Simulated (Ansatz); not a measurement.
Does MgGa2O4 in Fd-3m form from Ga2O3 and MgO?

Plane-wave DFT in Ansatz with scalar-relativistic PAW potentials, cutoff 420 eV, Γ-centred meshes chosen by cell and gap, Gaussian smearing with energies taken to zero width. Every cell was relaxed (cell and atoms) in a run of its own, within the symmetry of its start. Functional: PBE.

The ternary relaxed to Fd-3m, 14 atoms in the computed cell, a = 8.449 Å; sites (symmetry × multiplicity) Mg -43m × 8, Ga .-3m × 16, O .3m × 32.

Total energies hold large constants for each element; a whole number of eV per atom of each element is taken off below, which cancels in a balanced reaction.

```tsv
compound	lowest structure computed	structures tried	V (Å³/atom)	gap on mesh (eV)	E (eV per formula unit, common shift removed)
MgGa2O4	Fd-3m	1	10.77	3.13	-14.4719
Ga2O3	C2/m	3	10.96	2.01	-9.0596
MgO	Fm-3m	7	9.62	4.46	-5.1390
```

Balance the reaction and work out its energy at 0 K.

The balance is Ga2O3 + MgO → MgGa2O4. ΔE = -0.273 eV per formula unit, -39 meV/atom, and the volume changes by 1.8 %. The ternary lies below these binaries, so it can form from them; whether it is stable also hangs on other ternaries and on other oxidation states, which this balance leaves out. Against the elements it is bound by 2.11 eV/atom, 54 times the size of this reaction energy: most of the binding is already in the binaries, and stability is decided by the small rest. A lower form of a binary that wasn't tried would raise the value, and a lower form of the ternary would lower it.